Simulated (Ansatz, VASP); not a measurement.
# Fe in VASP and in Ansatz

File INCAR:

```
SYSTEM = Fe
  PREC = Accurate
  ENCUT = 520
  EDIFF = 1E-6
  ISMEAR = 0
  SIGMA = 0.1
  LREAL = .FALSE.
  LASPH = .TRUE.
  NELM = 150
  ALGO = Normal
  ISIF = 2
  LWAVE = .FALSE.
  LCHARG = .FALSE.
  ISPIN = 2
  MAGMOM = 2.44
  LORBIT = 11
  LMAXMIX = 4
  GGA = PE
  NBANDS = 14
```

File KPOINTS:

```
regular mesh
0
G
  20 20 20
  0 0 0
```

POSCAR

```
Fe
1.0
   -1.4014879362      1.4014879362      1.4014879362
    1.4014879362     -1.4014879362      1.4014879362
    1.4014879362      1.4014879362     -1.4014879362
Fe
1
Direct
    0.0000000000      0.0000000000      0.0000000000
```

Input for Ansatz:

```yaml
crystal:
  lattice:
    - [-1.4014879362, 1.4014879362, 1.4014879362]
    - [1.4014879362, -1.4014879362, 1.4014879362]
    - [1.4014879362, 1.4014879362, -1.4014879362]
  atoms:
    - { symbol: Fe, position: [0.0, 0.0, 0.0], spin: 2.44 }
basis:
  ecutwfc: 420
kpoints:
  mp_grid: { grid: [20, 20, 20] }
hamiltonian:
  xc: pbe
scf:
  occupations: { method: gaussian, width: 0.1 }
output:
  forces: true
  stress: true
  eigenvalues: true
  populations: true
magnetization:
  spin_polarized: true
```

Alike in both runs: task single point; functional PBE; k mesh 20 × 20 × 20; occupations gaussian, width 0.1 eV; collinear spin.

|  | VASP | Ansatz |
| --- | --- | --- |
| version | VASP 6.6.1 | Ansatz 0.2.0 |
| potentials or method | VASP PAW PBE potentials, release 64 (Fe) | scalar-relativistic, plane waves, PAW |
| plane-wave cutoff (eV) | 520 | 420 |
| valence electrons in the cell | 8 | 16 |

VASP gave:

| Property | Result |
| --- | --- |
| gap on the k mesh at the Fermi level (eV) | none |
| pressure (GPa) | 5.5 |
| net moment per atom (μB) | 2.12 |
| size of the moment on the site where the two differ most (μB) | 2.11 |

Problem. What did Ansatz give for the same quantities?

Solution. gap on the k mesh at the Fermi level (eV): none; pressure (GPa): 6.0; net moment per atom (μB): 2.10; size of the moment on the site where the two differ most (μB): 2.14.

Site moments also hang on the region over which each program counts them. A gap of «none» marks a metal or a gap that the smearing closes. The two sets of potentials don't hold the same shells in valence.
